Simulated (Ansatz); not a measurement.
**MgSi under changes of volume**

One of the cells (17.355 Å³/atom); the others are scaled copies at fixed shape and fractional positions:

```
Si Mg
1.0
     2.90839    0.00000    0.00000
     0.00000    2.90839    0.00000
     0.00000    0.00000    4.10343
Si Mg
1 1
Direct
  0.50000 0.50000 0.50000
  0.00000 0.00000 0.00000
```

The cell comes from a database or a generator and needn't be the stable form of this composition.

| Quantity | Value |
| --- | --- |
| Program | Ansatz 0.2.0 |
| Functional | PBE0 |
| Potentials or basis | Ansatz PAW |
| Cutoff | 420 eV (not typed: the program's choice for these potentials) |
| k mesh | 4 × 4 × 4 |
| Occupations | fermi-dirac, width 0.05 eV |
| Spin | no spin polarisation |

```csv
volume (Å³/atom),energy over the lowest point (meV/atom),pressure (GPa)
16.314,0.48,1.1
16.661,0.00,-0.6
17.008,2.93,-2.1
17.355,8.89,-3.4
17.702,17.58,-4.6
18.049,28.72,-5.7
18.396,?,?
```

What does the run at 18.396 Å³/atom give?

Energy over the lowest point 42.03 meV/atom; pressure -6.6 GPa.

Worked out: A Birch-Murnaghan fit of order 3 (a polynomial in V^(-2/3)) to the other rows has its minimum at 16.53 Å³/atom with B0 = V·E''(V) = 78 GPa and B' = 4.2 at fixed shape and positions, which overstates the stiffness. It gives 42.05 meV/atom at 18.396 Å³/atom, against the run's 42.03, and -dE/dV = -6.6 GPa, against -6.6.

Energies are extrapolated to zero smearing.

Caveats: all runs use coarse meshes; the PAW data sets come from PBE, with cores solved anew for the run's functional, which leaves a small shift of forces and pressure; the thresholds are loose for stress.
